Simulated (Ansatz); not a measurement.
An Ansatz input:

```yaml
crystal:
  lattice:
    - [2.8858172324, 0.0, 0.0]
    - [-1.4429086162, 2.4991910339, 0.0]
    - [0.0, 0.0, 9.5440662858]
  atoms:
    - { symbol: Pd, position: [0.0, 1.0, 1.0], spin: 0.35 }
    - { symbol: Pd, position: [0.0, 1.0, 0.5], spin: 0.35 }
    - { symbol: Pd, position: [0.3333333333, 0.6666666667, 0.25], spin: 0.354 }
    - { symbol: Pd, position: [0.6666666667, 0.3333333333, 0.75], spin: 0.354 }
hamiltonian:
  xc: pbe
  pseudopotentials:
    kind: paw
    azcp:
      Pd: "pseudopotentials/Pd.paw.azcp"
basis:
  ecutwfc: 420
  fft_grid_basis: typed
kpoints:
  mp_grid: { grid: [15, 15, 4], shift: [0, 0, 0] }
magnetization:
  spin_polarized: true
scf:
  occupations: { method: fermi_dirac, width: 0.05 }
  lower_state_search: "off"
output:
  stress: true
```

Terminal output

```
Engine: ansatz 0.2.0, x86_64-unknown-linux-gnu
Pseudopotentials: kind: paw
Pseudopotential: Pd, paw, valence charge 18, recommended cutoff 420 eV (normal) 
Functional definition: PBE
  parameter kappa = 0.804
  parameter beta = 0.06672455060314922
  exchange = pbe_x(kappa = kappa, mu = beta*pi^2/3)
  correlation = pbe_c(beta = beta)
Crystal: 4 atoms, lattice volume = 68.834 Å³
Basis set: ecut = 420 eV, 1363 PW (Γ)
Bands: 45, of which v1, the nominal top of the filled ones, is band 36 counted from 1 (35 counted from 0)
Symmetry: 24 space group operations
Space group: P63/mmc (ITA 194), of the structure as read, at distance tolerance 4.1e-5 Å
Magnetic group: BNS 194.263 (UNI 1493), of the structure as read, at distance tolerance 4.1e-5 Å
k-points: 81 of 900
Non-local potential: Pd, projectors of the file, l = 0: 2, l = 1: 2, l = 2: 2, l = 3: 1
PAW form: soft (Blöchl's): semilocal exchange-correlation on the pseudo side does not see the compensation charge
PAW one-centre angular grid: Pd, 590 points (default); XC on 64 Gauss nodes
Initial density: superposition of atomic densities (chi_scale 0.1, normalization cell)
Starting moments: Σ|m| = 1.408 μB on 4 of 4 sites
Initial wavefunctions: pseudopotential atomic-orbital guess
Functional: x = pbe(κ = 0.804, μ = 0.2195149727645171), c = pbe(β = 0.06672455060314922)
SCF iter   1: F=—  HF=-27894.969182 eV  |F-HF|=—  |Δ(HF+E_count)|=         —  Δρ=7.56e-2 (↑7.56e-2 ↓7.17e-2)  dr2=1.62e1  dr2_m=1.47e-2  M=1.213 μB ∫|m|=1.240 μB  β_m=0.30  ethr=3.10e-3  ⟨swp⟩=6.1  Hψ=26796  notcnv=0  defer=72
spin=Collinear: Kerker preconditioning applied to the charge; magnetization (m = ρ↑ − ρ↓) channel mixes plain (no charge-response kernel on spin).
SCF iter   2: F=—  HF=-27892.185271 eV  |F-HF|=—  |Δ(HF+E_count)|=    2.78e0  Δρ=4.06e-2 (↑4.06e-2 ↓4.06e-2)  dr2=4.98e0  dr2_m=6.04e-3  M=1.241 μB ∫|m|=1.285 μB  β_m=0.30  ethr=3.10e-3  ⟨swp⟩=2.0  Hψ=12708  notcnv=0  defer=349
SCF iter   3: F=—  HF=-27891.023307 eV  |F-HF|=—  |Δ(HF+E_count)|=    1.16e0  Δρ=1.56e-2 (↑1.29e-2 ↓1.56e-2)  dr2=2.43e-1  dr2_m=3.16e-3  M=1.266 μB ∫|m|=1.322 μB  β_m=0.30  ethr=3.10e-3  ⟨swp⟩=2.0  Hψ=11599  notcnv=0  defer=353
SCF iter   4: F=—  HF=-27891.026035 eV  |F-HF|=—  |Δ(HF+E_count)|=   2.73e-3  Δρ=4.40e-3 (↑3.22e-3 ↓4.40e-3)  dr2=3.56e-2  dr2_m=2.12e-3  M=1.280 μB ∫|m|=1.344 μB  β_m=1.00  ethr=3.38e-4  ⟨swp⟩=2.0  Hψ=14823  notcnv=0  defer=407
SCF iter   5: F=—  HF=-27891.031768 eV  |F-HF|=—  |Δ(HF+E_count)|=   5.73e-3  Δρ=2.28e-3 (↑2.28e-3 ↓2.24e-3)  dr2=4.35e-3  dr2_m=9.38e-4  M=1.326 μB ∫|m|=1.413 μB  β_m=1.00  ethr=4.94e-5  ⟨swp⟩=1.2  Hψ=7362  notcnv=0  defer=407
SCF iter   6: F=—  HF=-27891.032902 eV  |F-HF|=—  |Δ(HF+E_count)|=   1.13e-3  Δρ=1.79e-3 (↑1.79e-3 ↓1.58e-3)  dr2=2.41e-3  dr2_m=3.52e-4  M=1.363 μB ∫|m|=1.458 μB  β_m=1.00  ethr=6.04e-6  ⟨swp⟩=1.0  Hψ=6904  notcnv=0  defer=407
SCF iter   7: F=—  HF=-27891.034514 eV  |F-HF|=—  |Δ(HF+E_count)|=   1.61e-3  Δρ=6.95e-4 (↑5.48e-4 ↓6.95e-4)  dr2=3.25e-4  dr2_m=1.69e-4  M=1.389 μB ∫|m|=1.489 μB  β_m=1.00  ethr=3.35e-6  ⟨swp⟩=2.1  Hψ=11660  notcnv=0  defer=407
SCF iter   8: F=—  HF=-27891.034805 eV  |F-HF|=—  |Δ(HF+E_count)|=   2.91e-4  Δρ=4.84e-4 (↑3.80e-4 ↓4.84e-4)  dr2=6.65e-5  dr2_m=8.41e-5  M=1.407 μB ∫|m|=1.510 μB  β_m=0.30  ethr=4.51e-7  ⟨swp⟩=1.1  Hψ=6895  notcnv=0  defer=407
Mixer restart at iter 8: flushing history
spin-set hold released at iteration 8 (site moments contracting): the magnetisation degrees of freedom join the quasi-Newton model from the next iteration; the mixer history was flushed
SCF iter   9: F=—  HF=-27891.035094 eV  |F-HF|=—  |Δ(HF+E_count)|=   2.89e-4  Δρ=5.16e-4 (↑3.99e-4 ↓5.16e-4)  dr2=4.77e-5  dr2_m=1.12e-4  M=1.416 μB ∫|m|=1.520 μB  β_m=0.61  ethr=9.24e-8  ⟨swp⟩=1.7  Hψ=8519  notcnv=0  defer=407
SCF iter  10: F=—  HF=-27891.035528 eV  |F-HF|=—  |Δ(HF+E_count)|=   4.34e-4  Δρ=4.21e-4 (↑4.21e-4 ↓3.96e-4)  dr2=4.73e-5  dr2_m=9.87e-5  M=1.447 μB ∫|m|=1.557 μB  β_m=0.82  ethr=6.62e-8  ⟨swp⟩=2.0  Hψ=12786  notcnv=0  defer=407
SCF iter  11: F=—  HF=-27891.035583 eV  |F-HF|=—  |Δ(HF+E_count)|=   5.48e-5  Δρ=3.89e-4 (↑3.03e-4 ↓3.89e-4)  dr2=2.53e-4  dr2_m=4.33e-5  M=1.458 μB ∫|m|=1.570 μB  β_m=0.91  ethr=6.56e-8  ⟨swp⟩=2.0  Hψ=10059  notcnv=0  defer=407
SCF iter  12: F=—  HF=-27891.035602 eV  |F-HF|=—  |Δ(HF+E_count)|=   1.94e-5  Δρ=1.78e-4 (↑8.50e-5 ↓1.78e-4)  dr2=6.32e-5  dr2_m=1.61e-6  M=1.473 μB ∫|m|=1.589 μB  β_m=0.74  ethr=6.56e-8  ⟨swp⟩=2.0  Hψ=11492  notcnv=0  defer=407
SCF iter  13: F=—  HF=-27891.035596 eV  |F-HF|=—  |Δ(HF+E_count)|=   6.70e-6  Δρ=2.58e-5 (↑1.41e-5 ↓2.58e-5)  dr2=1.30e-6  dr2_m=4.16e-8  M=1.475 μB ∫|m|=1.591 μB  β_m=0.87  ethr=6.56e-8  ⟨swp⟩=2.3  Hψ=11000  notcnv=0  defer=407
iter 14 did not close the SCF: its close was put off for a magnetic moment that had not settled (scf_convergence_deferred on its scf_iter line)
SCF iter  14: F=-27891.035596 eV  HF=-27891.035596 eV  |F-HF|=1.67e-9  |Δ(HF+E_count)|=   9.02e-9  Δρ=6.63e-6 (↑3.86e-6 ↓6.63e-6)  dr2=5.61e-8  dr2_m=4.69e-9  M=1.475 μB ∫|m|=1.592 μB  β_m=0.93  ethr=1.39e-10  ⟨swp⟩=2.6  Hψ=23032  notcnv=0
SCF iter  15: F=-27891.035596 eV  HF=-27891.035596 eV  |F-HF|=5.09e-10  |Δ(HF+E_count)|=   1.53e-8  Δρ=9.94e-7 (↑9.94e-7 ↓6.83e-7)  dr2=1.63e-9  dr2_m=1.38e-10  M=1.475 μB ∫|m|=1.592 μB  ethr=7.79e-11  ⟨swp⟩=2.0  Hψ=21062  notcnv=0
SCF 1 converged in 15 iterations: F = -27891.035596 eV  dr2 = 1.63e-9
SCF converged after 15 iterations
Magnetization: 1.4752 μB (36.7376 up, 35.2624 down)
Absolute magnetization: 1.5917 μB (∫|ρ↑−ρ↓|, with the PAW one-centre terms)
Spin contamination: 0.0054 ħ² per cell (⟨S²⟩ above its minimum at these occupations)
Per-site moments (μB) at R_I (Å): [(0.37594460387222384, 1.1903996083561164), (0.37594460387222406, 1.1903996083561164), (0.388266737409199, 1.1903996083561164), (0.3882667374091992, 1.1903996083561164)]
Free energy (F): -27891.035596 eV
Harris-Foulkes:  -27891.035596 eV  (|F-HF|=5.09e-10)
Internal energy: -27890.968393 eV  (E = F + TS)
E sigma→0 (E₀):  -27891.001994 eV
Entropy (-TS):   -0.067203 eV (-16.801 meV/atom)
Fermi energy:    16.065550 eV
--- Per-component energies (eV) ---
  E_band       = -781.824530
  E_kinetic    = 2044.247186
  E_local      = -7854.005941  (includes V_loc(G=0)·N_el)
  E_nonlocal   = 870.705233
  E_hartree    = 3157.148794
  E_xc         = -669.329714
  E_vxc        = -839.086998  (∫ρ·V_xc dr)
  E_paw        = -15001.296992  (= ΣΔE_a)
  E_vpaw       = -1317.979178  (= ΣTr[D̂ρ^β])
  E_aug_tail   = 0.000714  (compensation charges beyond the density's cutoff)
  E_ewald      = -10438.437675
  E_smearing   = -0.067203  (= −TS)
  E_closure    = 0.000000  (closes the sum)
  Σ components = -27891.035596   (vs F -27891.035596, Δ=0.00e0)
--- Stress (GPa, compression-positive) ---
      -13.475415       0.000000       0.000000
        0.000000     -13.475415       0.000000
        0.000000       0.000000     -13.795026
  P = ⅓ Tr σ = -13.5820 GPa (-135.820 kbar)
```

Launched by

```sh
ansatz run input.yaml --threads 1 --pin off --max-ram 3584MiB --backend cpu --events-out ev --progress --plain --runs-dir out
```

On 1 thread of Intel(R) Xeon(R) Platinum 8259CL CPU @ 2.50GHz (Skylake/Cascade Lake) (shared host) this took about 41 s of wall time and 41 s of CPU time.
